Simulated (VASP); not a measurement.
# CdSe (P6_3mc) in VASP: single point with PBE0

Aim: the single point of CdSe with PBE0.

All numbers are computed with VASP 6.6.1; they aren't measurements. Logs are shortened: lines on timing, memory, paths and dates and some standing lists are left out, and cuts for length are marked.

**Experimental background.**

A printed reference work, data compilation reports, for a bulk crystal of CdSe at 2 K: band gap 1.841 eV.

The runs below are set against these values where they give the same quantity.

### Step 1. Starting point

The structure is hexagonal, space group P6_3mc (No. 186). The conventional cell has a = 4.311 Å, b = 4.311 Å, c = 7.032 Å, α = 90.00°, β = 90.00°, γ = 120.00°. Cd (site symmetry 3m) is surrounded by 4 Se at 2.64 Å. Se (site symmetry 3m) has 4 Cd at 2.64 Å as nearest neighbours.

The cell is a database's computed one.

### Step 2. Single point, PBE0

POSCAR

```
CdSe
1.0
    4.3106900000      0.0000000000      0.0000000000
   -2.1553500000      3.7331700000      0.0000000000
    0.0000000000      0.0000000000      7.0318800000
Cd Se
2 2
Direct
    0.6666700000      0.3333300000      0.4999600000
    0.3333300000      0.6666700000      0.9999600000
    0.6666700000      0.3333300000      0.8759000000
    0.3333300000      0.6666700000      0.3759000000
```

INCAR.step1

```
ALGO = Normal
EDIFF = 1E-5
ENCUT = 520
GGA = PE
ISIF = 2
ISMEAR = 0
LASPH = T
LCHARG = F
LREAL = F
LWAVE = T
NELM = 100
PREC = Accurate
SIGMA = 0.02
```

INCAR.step2

```
AEXX = 0.25
ALGO = Normal
EDIFF = 1E-7
ENCUT = 520
GGA = PE
ISIF = 2
ISMEAR = 0
ISTART = 1
LASPH = T
LCHARG = F
LHFCALC = T
LREAL = F
LWAVE = F
NELM = 100
PREC = Accurate
PRECFOCK = Fast
SIGMA = 0.02
```

KPOINTS

```
k-points
0
Gamma
  6 6 4
```

Potentials or basis: VASP PAW PBE potentials, release 64 (Cd, Se).

Run with:

```sh
cat potpaw_PBE.64/Cd/POTCAR potpaw_PBE.64/Se/POTCAR > POTCAR
cp INCAR.step1 INCAR
mpirun -np 1 vasp_std > vasp.out
cp INCAR.step2 INCAR
mpirun -np 1 vasp_std > vasp.out
```

OUTCAR:

```text
AEXX = 0.25
   EDIFF = 1E-7
   ENCUT = 520
   GGA = PE
   ISIF = 2
   ISMEAR = 0
   ISTART = 1
   LASPH = T
   LHFCALC = T
   LREAL = F
   NELM = 100
   PREC = Accurate
   PRECFOCK = Fast

 ion  position               nearest neighbor table
   1  0.667  0.333  0.500-   4 2.64   4 2.64   4 2.64   3 2.64
   2  0.333  0.667  1.000-   3 2.64   3 2.64   3 2.64   4 2.64
   3  0.667  0.333  0.876-   2 2.64   2 2.64   2 2.64   1 2.64
   4  0.333  0.667  0.376-   1 2.64   1 2.64   1 2.64   2 2.64

  LATTYP: Found a hexagonal cell.
 ALAT       =     4.3106900000
 C/A-ratio  =     1.6312655283

  Lattice vectors:

 A1 = (   4.3106900000,   0.0000000000,   0.0000000000)
 A2 = (  -2.1553500000,   3.7331700000,   0.0000000000)
 A3 = (   0.0000000000,   0.0000000000,   7.0318800000)

Analysis of symmetry for initial positions (statically):
=====================================================================
 Subroutine PRICEL returns:
 Original cell was already a primitive cell.

 Routine SETGRP: Setting up the symmetry group for a
 hexagonal supercell.

 Subroutine GETGRP returns: Found  4 space group operations
 (whereof  2 operations were pure point group operations)
 out of a pool of 24 trial point group operations.

The static configuration has the point symmetry C_1h.
 The point group associated with its full space group is C_2v.

Analysis of symmetry for dynamics (positions and initial velocities):
=====================================================================
 Subroutine PRICEL returns:
 Original cell was already a primitive cell.

 Routine SETGRP: Setting up the symmetry group for a
 hexagonal supercell.

 Subroutine GETGRP returns: Found  4 space group operations
 (whereof  2 operations were pure point group operations)
 out of a pool of 24 trial point group operations.

The dynamic configuration has the point symmetry C_1h.
 The point group associated with its full space group is C_2v.

 Subroutine INISYM returns: Found  4 space group operations
 (whereof  2 operations are pure point group operations),
 and found     1 'primitive' translations

----------------------------------------------------------------------------------------

                                     Primitive cell

  volume of cell :     113.1608

  direct lattice vectors                    reciprocal lattice vectors
     4.310690000  0.000000000  0.000000000     0.231981423  0.133934742  0.000000000
    -2.155350000  3.733170000  0.000000000     0.000000000  0.267868862  0.000000000
     0.000000000  0.000000000  7.031880000     0.000000000  0.000000000  0.142209480

  length of vectors
     4.310690000  4.310695057  7.031880000     0.267869176  0.267868862  0.142209480

  position of ions in fractional coordinates (direct lattice)
     0.666670000  0.333330000  0.499960000
     0.333330000  0.666670000  0.999960000
     0.666670000  0.333330000  0.875900000
     0.333330000  0.666670000  0.375900000

  ion indices of the primitive-cell ions
   primitive index   ion index
                 1           1
                 2           2
                 3           3
                 4           4

----------------------------------------------------------------------------------------

 KPOINTS: k-points

Automatic generation of k-mesh.
 Grid dimensions read from file:
 generate k-points for:    6    6    4

 Generating k-lattice:

  Cartesian coordinates                     Fractional coordinates (reciprocal lattice)
     0.038663570  0.022322457  0.000000000     0.166666667  0.000000000  0.000000000
     0.000000000  0.044644810  0.000000000     0.000000000  0.166666667  0.000000000
     0.000000000  0.000000000  0.035552370     0.000000000  0.000000000  0.250000000

  Length of vectors
     0.044644863  0.044644810  0.035552370

  Shift w.r.t. Gamma in fractional coordinates (k-lattice)
     0.000000000  0.000000000  0.000000000

 Subroutine IBZKPT returns following result:
 ===========================================

 Found     39 irreducible k-points:

 Following reciprocal coordinates:
            Coordinates               Weight
  0.000000  0.000000  0.000000      1.000000
  0.166667  0.000000  0.000000      4.000000
 -0.166667  0.166667  0.000000      2.000000
  0.333333 -0.000000  0.000000      4.000000
 -0.333333  0.333333  0.000000      2.000000
  0.500000 -0.000000  0.000000      2.000000
[... 16 lines left out ...]
  0.333333  0.166667  0.250000      8.000000
 -0.166667  0.500000  0.250000      8.000000
 [... further k-points ...]
   k-points           NKPTS =     39   k-points in BZ     NKDIM =    144   number of bands    NBANDS=     22
   number of dos      NEDOS =    301   number of ions     NIONS =      4
   total plane-waves  NPLWV =  55296
   dimension x,y,z NGX =    32 NGY =   32 NGZ =   54
   dimension x,y,z NGXF=    64 NGYF=   64 NGZF=  108
   ions per type =               2   2
   NGX,Y,Z   is equivalent  to a cutoff of  12.34, 12.34, 12.77 a.u.
   NGXF,Y,Z  is equivalent  to a cutoff of  24.68, 24.68, 25.53 a.u.
 SYSTEM =  unknown system
   PREC   = accura    normal or accurate (medium, high low for compatibility)
   ISTART =      1    job   : 0-new  1-cont  2-samecut
   ICHARG =      0    charge: 1-file 2-atom 10-const
   ISPIN  =      1    spin polarized calculation?
   LNONCOLLINEAR =      F non collinear calculations
   LSORBIT =      F    spin-orbit coupling
   LASPH  =      T    aspherical Exc in radial PAW
   ENCUT  =  520.0 eV  38.22 Ry    6.18 a.u.   8.02  8.02 13.07*2*pi/ulx,y,z
   NELM   =    100;   NELMIN=  2; NELMDL=  0     # of ELM steps
   EDIFF  = 0.1E-06   stopping-criterion for ELM
   LREAL  =      F    real-space projection
   EDIFFG = 0.1E-05   stopping-criterion for IOM
   NSW    =      0    number of steps for IOM
   IBRION =     -1    ionic relax: 0-MD 1-quasi-New 2-CG
   NFREE  =      0    steps in history (QN), initial steepest desc. (CG)
   ISIF   =      2    stress and relaxation
   ISYM   =      3    0-nonsym 1-usesym 2-fastsym
   POTIM  = 0.5000    time-step for ionic-motion
   TEBEG  =    0.0;   TEEND  =   0.0 temperature during run
   PSTRESS=    0.0 pullay stress
   NELECT =      36.0000    total number of electrons
   NUPDOWN=      -1.0000    fix difference up-down
   EMIN   =  10.00;   EMAX   =-10.00  energy-range for DOS
   EFERMI =   0.00;   METHOD = LEGACY
   ISMEAR =     0;   SIGMA  =   0.02  broadening in eV -4-tet -1-fermi 0-gaus
   EFERMI_NEDOS =   21; number of points for ismear=-14 and -15
   IALGO  =     38    algorithm
   IMIX   =      1    mixing-type and parameters
     AMIX     =   0.40;   BMIX     =  1.00
     AMIX_MAG =   1.60;   BMIX_MAG =  1.00
  volume/ion in A,a.u.               =      28.29       190.91
  Fermi-wavevector in a.u.,A,eV,Ry     =   1.117576  2.111912 16.993346  1.248976
  Thomas-Fermi vector in A             =   2.254200
   LORBIT       =      0    0 simple, 1 ext, 2 COOP (PROOUT), +10 PAW based schemes
   GGA     = PE    functional components
   LHFCALC =     T    Hartree Fock is set to
   PRECFOCK=fast      Normal, Fast or Accurate (Low or Medium for compatibility)
   ENCUT4O =  -1.0   cutoff for four orbital integrals eV
   NKREDX  =     1    reduce k-point grid by
   NKREDY  =     1    reduce k-point grid by
   NKREDZ  =     1    reduce k-point grid by
   AEXX    =    0.2500 exact exchange contribution
   HFSCREEN=    0.0000 screening length (either q_TF or 0.3 A-1)
   HFSCREENC=   0.0000 screening length for correlation (either q_TF or 0.3 A-1)
   ENCUTFOCK=  -1.0 apply spherical cutoff to Coloumb kernel
   IVDW    =     0    specifies the selected vdW correction
   LEPSILON=     F    determine dielectric tensor
   LRPA    =     F    only Hartree local field effects (RPA)
 non-spin polarized calculation
 Gauss-broadening in eV      SIGMA  =   0.02
  energy-cutoff  :      520.00
  volume of cell :      113.16
 maximum number of plane-waves:      3066
  NGX = 18; NGY = 18; NGZ = 30

 number of electron      35.9999998 magnetization

 Free energy of the ion-electron system (eV)
  ---------------------------------------------------
  ext. energy  EPLUGINS =         0.00000000
  ---------------------------------------------------
  free energy    TOTEN  =       -14.77796428 eV

  energy without entropy =      -14.77796428  energy(sigma->0) =      -14.77796428

 E-fermi :   0.0515     XC(G=0):  -6.9932

 val. band max:       -0.0482117001   @ k =   0.0000   0.0000   0.0000
 cond. band min:       2.1697286364   @ k =   0.0000   0.0000   0.0000
 fundamental gap:      2.2179403365
 Fermi energy:         0.0515442648

 k-point     1 :       0.0000    0.0000    0.0000
  band No.  band energies     occupation
      1     -13.8057      2.00000
      2     -13.3981      2.00000
      3      -9.2228      2.00000
      4      -9.2168      2.00000
      5      -9.2168      2.00000
      6      -9.1499      2.00000
[... 14 lines left out ...]
     21       7.5545      0.00000
     22       7.5546      0.00000

 k-point     2 :       0.1667    0.0000    0.0000
  band No.  band energies     occupation
      1     -13.7156      2.00000
      2     -13.3588      2.00000
      3      -9.1977      2.00000
      4      -9.1887      2.00000
      5      -9.1437      2.00000
      6      -9.1110      2.00000
[... 14 lines left out ...]
     21       6.8915      0.00000
     22       7.9432      0.00000

 k-point     3 :      -0.1667    0.1667    0.0000
  band No.  band energies     occupation
      1     -13.7156      2.00000
      2     -13.3588      2.00000
      3      -9.1977      2.00000
      4      -9.1887      2.00000
      5      -9.1437      2.00000
      6      -9.1110      2.00000
[... 14 lines left out ...]
     21       6.8914      0.00000
     22       7.9480      0.00000

 k-point     4 :       0.3333   -0.0000    0.0000
  band No.  band energies     occupation
      1     -13.5207      2.00000
      2     -13.2927      2.00000
      3      -9.1535      2.00000
      4      -9.1436      2.00000
      5      -9.0376      2.00000
      6      -9.0343      2.00000
[... 14 lines left out ...]
     21       6.6598      0.00000
     22       7.5612      0.00000

 k-point     5 :      -0.3333    0.3333    0.0000
  band No.  band energies     occupation
      1     -13.5207      2.00000
      2     -13.2927      2.00000
      3      -9.1535      2.00000
      4      -9.1436      2.00000
      5      -9.0376      2.00000
      6      -9.0343      2.00000
[... 14 lines left out ...]
     21       6.6597      0.00000
     22       7.5612      0.00000

 k-point     6 :       0.5000   -0.0000    0.0000
  band No.  band energies     occupation
      1     -13.4053      2.00000
      2     -13.2772      2.00000
      3      -9.1373      2.00000
      4      -9.1282      2.00000
      5      -8.9985      2.00000
      6      -8.9810      2.00000
[... 14 lines left out ...]
     21       6.2940      0.00000
     22       7.9709      0.00000

 k-point     7 :       0.5000    0.5000    0.0000
  band No.  band energies     occupation
      1     -13.4053      2.00000
      2     -13.2772      2.00000
      3      -9.1374      2.00000
      4      -9.1283      2.00000
      5      -8.9985      2.00000
      6      -8.9809      2.00000
[... 324 lines left out ...]
      6      -9.0154      2.00000
[... 14 lines left out ...]
     21       6.8223      0.00000
     22       6.8826      0.00000

 k-point    21 :       0.1667    0.1667    0.2500
  band No.  band energies     occupation
      1     -13.5304      2.00000
      2     -13.3421      2.00000
      3      -9.1461      2.00000
      4      -9.1448      2.00000
      5      -9.0777      2.00000
      6      -9.0721      2.00000
[... 14 lines left out ...]
     21       6.8105      0.00000
     22       6.8139      0.00000

 k-point    22 :      -0.1667    0.3333    0.2500
  band No.  band energies     occupation
      1     -13.5304      2.00000
      2     -13.3422      2.00000
      3      -9.1461      2.00000
      4      -9.1448      2.00000
      5      -9.0777      2.00000
      6      -9.0721      2.00000
[... 14 lines left out ...]
     21       6.8105      0.00000
     22       6.8139      0.00000

 k-point    23 :       0.3333    0.1667    0.2500
  band No.  band energies     occupation
      1     -13.3838      2.00000
      2     -13.2921      2.00000
      3      -9.1246      2.00000
      4      -9.1089      2.00000
      5      -9.0408      2.00000
      6      -9.0206      2.00000
[... 14 lines left out ...]
     21       6.6541      0.00000
     22       7.1268      0.00000

 k-point    24 :      -0.1667    0.5000    0.2500
  band No.  band energies     occupation
      1     -13.3838      2.00000
      2     -13.2921      2.00000
      3      -9.1246      2.00000
      4      -9.1090      2.00000
      5      -9.0408      2.00000
      6      -9.0206      2.00000
[... 14 lines left out ...]
     21       6.6541      0.00000
     22       7.1267      0.00000

 [... further k-points ...]

------------------------ aborting loop because EDIFF is reached ----------------------------------------

  FORCE on cell =-STRESS in cart. coord.  units (eV):
  Direction    XX          YY          ZZ          XY          YZ          ZX
  --------------------------------------------------------------------------------------
  -------------------------------------------------------------------------------------
  Total        0.9937651      0.9943657      0.9529147      0.0005174      0.0000000      0.0000000
  in kB       14.0701360     14.0786396     13.4917592      0.0073262      0.0000000      0.0000000
  external PRESSURE =      13.8801783 kB  Pullay stress =       0.0000000 kB

 VOLUME and BASIS-vectors are now :
 -----------------------------------------------------------------------------
  energy-cutoff  :      520.00
  volume of cell :      113.16
      direct lattice vectors                 reciprocal lattice vectors
     4.310690000  0.000000000  0.000000000     0.231981423  0.133934742  0.000000000
    -2.155350000  3.733170000  0.000000000     0.000000000  0.267868862  0.000000000
     0.000000000  0.000000000  7.031880000     0.000000000  0.000000000  0.142209480

 POSITION                                       TOTAL-FORCE (eV/Angst)
 -----------------------------------------------------------------------------------
      2.15536      1.24438      3.51566        -0.000214      0.000124      0.005259
     -0.00002      2.48879      7.03160         0.000214     -0.000124      0.005259
      2.15536      1.24438      6.15922        -0.000242      0.000140     -0.005259
     -0.00002      2.48879      2.64328         0.000242     -0.000140     -0.005259
 -----------------------------------------------------------------------------------
    total drift:                                0.000000     -0.000000     -0.000329

  FREE ENERGIE OF THE ION-ELECTRON SYSTEM (eV)
  ---------------------------------------------------
  free  energy   TOTEN  =       -14.7779642804 eV

  energy  without entropy=      -14.7779642804  energy(sigma->0) =      -14.77796428
```

It took 2.1 h on 1 thread of Intel Xeon 6975P-C (Granite Rapids), shared host; peak memory 0.34 GiB.

Results:

```
Free energy            : -14.7780 eV
Pressure               : 1.4 GPa
Largest force          : 0.005 eV/Å
Band gap on the k mesh : 2.22 eV, direct
```

Forces on the atoms (eV/Å):
```
Cd   0.000  0.000  0.005
Cd   0.000  0.000  0.005
Se   0.000  0.000 -0.005
Se   0.000  0.000 -0.005
```

Levels at points of the mesh, in eV from the valence-band top:
```csv
k point,band 14,band 15,band 16,band 17,band 18,band 19,band 20,band 21,band 22
"(0.00, 0.00, 0.00)",-0.83,-0.83,-0.04,0.00,0.00,2.22,3.85,7.60,7.60
"(0.50, 0.00, 0.00)",-3.90,-2.87,-2.00,-1.43,-0.82,4.92,4.94,6.34,8.02
"(0.50, 0.50, 0.00)",-3.90,-2.87,-2.00,-1.43,-0.82,4.92,4.94,6.34,8.02
"(0.00, 0.00, 0.50)",-2.82,-0.43,-0.43,-0.43,-0.43,4.01,4.01,7.58,7.58
"(0.50, 0.00, 0.50)",-4.54,-1.46,-1.46,-1.46,-1.46,4.55,4.55,6.52,6.52
"(0.50, 0.50, 0.50)",-4.54,-1.46,-1.46,-1.46,-1.46,4.55,4.55,6.52,6.52
```

Caveat: the PAW data sets were made with another functional, which shifts forces and pressure a little.

### Step 3. Against experiment

Step 2. Measured gap of CdSe: 1.841 eV (2 K; a printed reference work, data compilation). This calculation gives 2.22 eV (+0.38 eV). Spin-orbit coupling on Cd, Se is left out. The value is that of PBE0, without temperature or zero-point motion. The cell is a database's relaxed one, not the measured one, which moves gaps too.
